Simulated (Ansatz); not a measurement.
**Si: a tetragonal deformation path**

The task here is to estimate one member of a computed series from the others.

Method: DFT PBE+D3(BJ), scalar-relativistic, plane waves, PAW, in Ansatz 0.2.0.

2 further runs of the same task are left out: 2 set aside as unsound or not needed.

## The starting structure

Symmetry: I4/mmm, No. 139, tetragonal system. Conventional cell: a = 3.239 Å, b = 3.239 Å, c = 2.619 Å, α = 90.00°, β = 90.00°, γ = 90.00°. Si (site symmetry 4/mmm) has 10 Si at 2.62 to 2.64 Å as nearest neighbours.

Coordinates:

```
Si
1.0
    -1.61956    1.61956    1.30957
     1.61956   -1.61956    1.30957
     1.61956    1.61956   -1.30957
Si
1
Direct
  0.00000 0.00000 0.00000
```

It goes back to an entry of the Materials Project, which need not be the stable form.

It is the result of an earlier relaxation at this level (volume 13.74 Å³/atom; gap on the mesh: none (metal)).

## The reference cell

The reference gives a free energy of -635.7714 eV, pressure -0.04 GPa, largest force 0.000 eV/Å and gap on the mesh none (metal). It was computed beforehand with the settings of the runs below.

Set-up of the first run:

At fixed volume and fractional coordinates, lengths along (0.000, 0.000, 1.000) are scaled against those across it; ρ is that ratio over its starting value.

Input file input.yaml:

```yaml
crystal:
  lattice:
    - [-1.7097181863, 1.7097181863, 1.1751005827]
    - [1.7097181863, -1.7097181863, 1.1751005827]
    - [1.7097181863, 1.7097181863, -1.1751005827]
  atoms:
    - { symbol: Si, position: [0.0, 0.0, 0.0] }
basis:
  ecutwfc: 420
kpoints:
  mp_grid: { grid: [32, 32, 32] }
hamiltonian:
  xc: pbe
  dispersion: d3bj
scf:
  occupations: { method: gaussian, width: 0.15 }
output:
  forces: true
  stress: true
  eigenvalues: true
```

Steps of the session up to this table: ρ = 0.850; ρ = 1.200; Point ρ = 0.920; ρ = 1.100; At ρ = 0.960.

One table of the session follows, with a row left open; its other results are not shown here.

Collected from the runs (energy zero: the undisturbed cell):

```
    ρ  ΔE (meV/atom)  pressure (GPa)
0.850           77.5             4.5
0.920           14.6             1.2
0.960            2.3             0.3
1.000            0.0             0.0
1.100              ?               ?
1.200           42.0             1.2
```

**Question.** Estimate the row for ρ = 1.100.

Worked estimate for «ΔE (meV/atom)». A straight line through the neighbours (1.000, 0.0) and (1.200, 42.0) gives 0.0 + (42.0 − 0.0) × (1.100 − 1.000) / (1.200 − 1.000) = 21.0; a parabola fitted to 3 rows on both sides gives 9.9.

As computed: ΔE (meV/atom): 16.8; pressure (GPa): 0.4. In «ΔE (meV/atom)» the line misses by +4.2 and the parabola by -6.9.
